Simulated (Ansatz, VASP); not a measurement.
NaCl: VASP beside Ansatz

```xyz
2
Lattice="2.8600 -0.0286 -0.0286 -0.0286 2.8600 -0.0286 -0.0286 -0.0286 2.8600" Properties=species:S:1:pos:R:3 pbc="T T T"
Na    0.0000    0.0000    0.0000
Cl    1.4014    1.4014    1.4014
```

Change from the starting cell: equal xy, yz and zx shear strains of -2 %.

Alike in both runs: task single point; functional PBEsol; k mesh 9 × 9 × 9; occupations fermi-dirac, width 0.03 eV; no spin polarisation.

|  | VASP | Ansatz |
| --- | --- | --- |
| version | VASP 6.6.1 | Ansatz 0.2.0 |
| potentials or method | VASP PAW PBE potentials, release 64 (Na_pv, Cl), cutoff 520 eV | all-electron LAPW, scalar-relativistic |

|  | VASP | Ansatz | Ansatz less VASP |
| --- | --- | --- | --- |
| gap on the k mesh at the Fermi level (eV) | 4.55 | 4.50 | -0.055 |
| pressure (GPa) | 60.3 | 59.6 | -0.66 |
| largest component of the traceless stress (GPa) | 1.66 | 1.61 | -0.048 |

Ansatz ran all-electron here, so the differences hold the error of VASP's frozen core and of both bases.

Caveats: the cell as given lies far from equilibrium; so large a pressure means that the cell lies far from this level's equilibrium, or that cutoff or potentials fall short (VASP); the potentials were made for another functional, which shifts forces and pressure (VASP); an odd mesh through Γ misses points on the zone boundary, where band edges often lie.
